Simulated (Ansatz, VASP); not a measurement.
One calculation of CdSe, two programs

```
Cd Se
1.0
     0.00000    2.69541    2.69541
     2.69541    0.00000    2.69541
     2.69541    2.69541    0.00000
Cd Se
1 1
Direct
  0.00000 0.00000 0.00000
  0.50000 0.50000 0.50000
```

Alike in both runs: task single point; functional PBEsol; k mesh 12 × 12 × 12; occupations gaussian, width 0.05 eV; no spin polarisation.

```csv
,VASP,Ansatz
version,VASP 6.6.1,Ansatz 0.2.0
potentials or method,"VASP PAW PBE potentials, release 64 (Cd, Se)","scalar-relativistic, plane waves, PAW"
plane-wave cutoff (eV),520,420
valence electrons in the cell,18,36
```

VASP gave:

| Quantity | Value |
| --- | --- |
| gap on the k mesh at the Fermi level (eV) | none |
| pressure (GPa) | 13.3 |

**Question.** What did Ansatz give for the same quantities?

**Answer.** gap on the k mesh at the Fermi level (eV): none; pressure (GPa): 12.5.

A gap of «none» marks a metal or a gap that the smearing closes. The two sets of potentials don't hold the same shells in valence.

Caveats: the PAW data sets were made with another functional, which shifts forces and pressure a little (VASP).
